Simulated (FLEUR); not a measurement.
**Ti: single point with PBEsol**

The system is Ti.

```
CELL_PARAMETERS angstrom
0.00000 2.03000 2.03000
2.03000 0.00000 2.03000
2.03000 2.03000 0.00000
ATOMIC_POSITIONS crystal
Ti 0.00000 0.00000 0.00000
```

This isn't the form of Ti at room conditions, which is hcp.

```json
{
  "Program": "FLEUR MaX-R8.1 (later development tree)",
  "Task": "single point",
  "Functional": "PBEsol",
  "Potentials or basis": "all-electron",
  "Basis": "FLAPW",
  "Kmax": "4.1 1/bohr",
  "k mesh": "11 × 11 × 11",
  "Occupations": "fermi-dirac, width 0.05 eV",
  "Spin": "no spin polarisation",
  "Gmax": "12.7 1/bohr",
  "Muffin-tin radii": "Ti 2.46 bohr",
  "lmax": "Ti 10",
  "lnonsphr": "Ti 10",
  "Local orbitals a species": "Ti 5",
  "Max iterations": "60",
  "Mixing factor": "0.05",
  "Mixer": "Anderson",
  "Mixer history": "15",
  "Density convergence": "1e-05 me/bohr^3"
}
```

The band gap on the k mesh is none (metal or under the smearing width). The valence electrons inside the program's atomic spheres are Ti 10.55 (radii Ti 2.46 bohr).

Levels at points of the mesh, in eV from the Fermi level:
| k point | band 2 | band 3 | band 4 | band 5 | band 6 | band 7 | band 8 | band 9 | band 10 |
| --- | --- | --- | --- | --- | --- | --- | --- | --- | --- |
| (0.00, 0.00, 0.00) | -32.29 | -32.29 | -32.29 | -6.16 | 0.91 | 0.91 | 0.91 | 2.63 | 2.63 |

Core levels (eV from the Fermi level):
```
atom                                                   levels
1 Ti  1s1/2 -4855.9, 2s1/2 -530.0, 2p1/2 -441.5, 2p3/2 -435.8
```

It took 21 s on 1 thread of Arm Neoverse V1, with other jobs on the host, peak memory 0.06 GiB.
